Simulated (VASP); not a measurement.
A run of VASP 6.6.1 is set up as follows.

The input POSCAR:

```
PbSe
1.0
    0.0000000000      3.0606500000      3.0606500000
    3.0606500000      0.0000000000      3.0606500000
    3.0606500000      3.0606500000      0.0000000000
Pb Se
1 1
Direct
    0.0000000000      0.0000000000      0.0000000000
    0.5000000000      0.5000000000      0.5000000000
```

Contents of INCAR.step1:

```
SYSTEM = PbSe
ALGO     = Normal         ! electronic algorithm
EDIFF    = 1E-5           ! SCF threshold, eV
ENCUT    = 520            ! plane-wave cutoff, eV
GGA      = PE             ! functional
ISIF     = 2              ! what is computed and relaxed
ISMEAR   = -1             ! smearing method
LASPH    = .TRUE.         ! aspherical terms in the spheres
LCHARG   = .FALSE.        ! write CHGCAR
LREAL    = .FALSE.        ! projectors in reciprocal space
LWAVE    = .TRUE.         ! write WAVECAR
NBANDS   = 17             ! bands
NELM     = 80             ! most SCF steps
PREC     = Accurate       ! precision mode
SIGMA    = 0.05           ! smearing width, eV
```

Contents of INCAR.step2:

```
SYSTEM = PbSe
ALGO     = Normal         ! electronic algorithm
EDIFF    = 1E-6           ! SCF threshold, eV
ENCUT    = 520            ! plane-wave cutoff, eV
GGA      = PE             ! functional
HFSCREEN = 0.2            ! screening, 1/A
ISIF     = 2              ! what is computed and relaxed
ISMEAR   = -1             ! smearing method
ISTART   = 1            
LASPH    = .TRUE.         ! aspherical terms in the spheres
LCHARG   = .FALSE.        ! write CHGCAR
LHFCALC  = .TRUE.         ! exact exchange
LREAL    = .FALSE.        ! projectors in reciprocal space
LWAVE    = .FALSE.        ! write WAVECAR
NBANDS   = 17             ! bands
NELM     = 80             ! most SCF steps
PREC     = Accurate       ! precision mode
PRECFOCK = Fast         
SIGMA    = 0.05           ! smearing width, eV
```

KPOINTS

```
k-points
0
G
  4 4 4
  0 0 0
```

File KPOINTS_OPT:

```
path GXWKGLUWLK,UX
8
line-mode
reciprocal
 0.0000000000  0.0000000000  0.0000000000  G
 0.5000000000  0.0000000000  0.5000000000  X

 0.5000000000  0.0000000000  0.5000000000  X
 0.5000000000  0.2500000000  0.7500000000  W

 0.5000000000  0.2500000000  0.7500000000  W
 0.3750000000  0.3750000000  0.7500000000  K

 0.3750000000  0.3750000000  0.7500000000  K
 0.0000000000  0.0000000000  0.0000000000  G

 0.0000000000  0.0000000000  0.0000000000  G
 0.5000000000  0.5000000000  0.5000000000  L

 0.5000000000  0.5000000000  0.5000000000  L
 0.6250000000  0.2500000000  0.6250000000  U

 0.6250000000  0.2500000000  0.6250000000  U
 0.5000000000  0.2500000000  0.7500000000  W

 0.5000000000  0.2500000000  0.7500000000  W
 0.5000000000  0.5000000000  0.5000000000  L

 0.5000000000  0.5000000000  0.5000000000  L
 0.3750000000  0.3750000000  0.7500000000  K

 0.6250000000  0.2500000000  0.6250000000  U
 0.5000000000  0.0000000000  0.5000000000  X
```

Potentials or basis: VASP PAW PBE potentials, release 64 (Pb_d, Se).

Launch:

```console
$ cat potpaw_PBE.64/Pb_d/POTCAR potpaw_PBE.64/Se/POTCAR > POTCAR
$ cp INCAR.step1 INCAR
$ mpirun -np 1 vasp_std > vasp.out
$ cp INCAR.step2 INCAR
$ mpirun -np 1 vasp_std > vasp.out
```

Question: What does it give for the band gap along the path?

Answer: 0.72 eV, direct.

Question: Predict the band gap on the k mesh.

Answer: 0.72 eV, direct.

Question: Estimate the pressure.

Answer: 1.2 GPa.

Levels at the corners of the path, in eV from the valence-band top:
```csv
point,band 6,band 7,band 8,band 9,band 10,band 11,band 12,band 13,band 14,band 15
Γ,-15.05,-6.65,-2.20,-2.20,-2.20,5.50,5.50,5.50,7.17,7.17
X,-13.45,-7.92,-5.62,-3.68,-3.68,4.17,6.48,6.48,6.95,12.23
X,-13.45,-7.92,-5.62,-3.68,-3.68,4.17,6.48,6.48,6.95,12.23
W,-13.42,-8.68,-4.78,-4.78,-0.96,2.43,5.67,5.67,8.57,8.57
W,-13.42,-8.68,-4.78,-4.78,-0.96,2.43,5.67,5.67,8.57,8.57
K,-13.47,-8.72,-5.16,-3.12,-2.66,4.00,4.69,6.26,6.49,10.96
K,-13.47,-8.72,-5.16,-3.12,-2.66,4.00,4.69,6.26,6.49,10.96
Γ,-15.05,-6.65,-2.20,-2.20,-2.20,5.50,5.50,5.50,7.17,7.17
Γ,-15.05,-6.65,-2.20,-2.20,-2.20,5.50,5.50,5.50,7.17,7.17
L,-13.87,-9.63,-1.78,-1.78,0.00,0.72,2.18,2.18,9.34,11.06
L,-13.87,-9.63,-1.78,-1.78,0.00,0.72,2.18,2.18,9.34,11.06
U,-13.47,-8.72,-5.16,-3.12,-2.66,4.00,4.69,6.26,6.49,10.96
U,-13.47,-8.72,-5.16,-3.12,-2.66,4.00,4.69,6.26,6.49,10.96
W,-13.42,-8.68,-4.78,-4.78,-0.96,2.43,5.67,5.67,8.57,8.57
W,-13.42,-8.68,-4.78,-4.78,-0.96,2.43,5.67,5.67,8.57,8.57
L,-13.87,-9.63,-1.78,-1.78,0.00,0.72,2.18,2.18,9.34,11.06
L,-13.87,-9.63,-1.78,-1.78,0.00,0.72,2.18,2.18,9.34,11.06
K,-13.47,-8.72,-5.16,-3.12,-2.66,4.00,4.69,6.26,6.49,10.96
U,-13.47,-8.72,-5.16,-3.12,-2.66,4.00,4.69,6.26,6.49,10.96
X,-13.45,-7.92,-5.62,-3.68,-3.68,4.17,6.48,6.48,6.95,12.23
```

Caveat: the k mesh is coarse (spacing up to 0.44 Å⁻¹), so the values aren't converged, least of all with exact exchange; the PAW data sets were made with another functional, which shifts forces and pressure a little; spin-orbit coupling is left out, which as a rule narrows the gap of such compounds by several tenths of an eV.
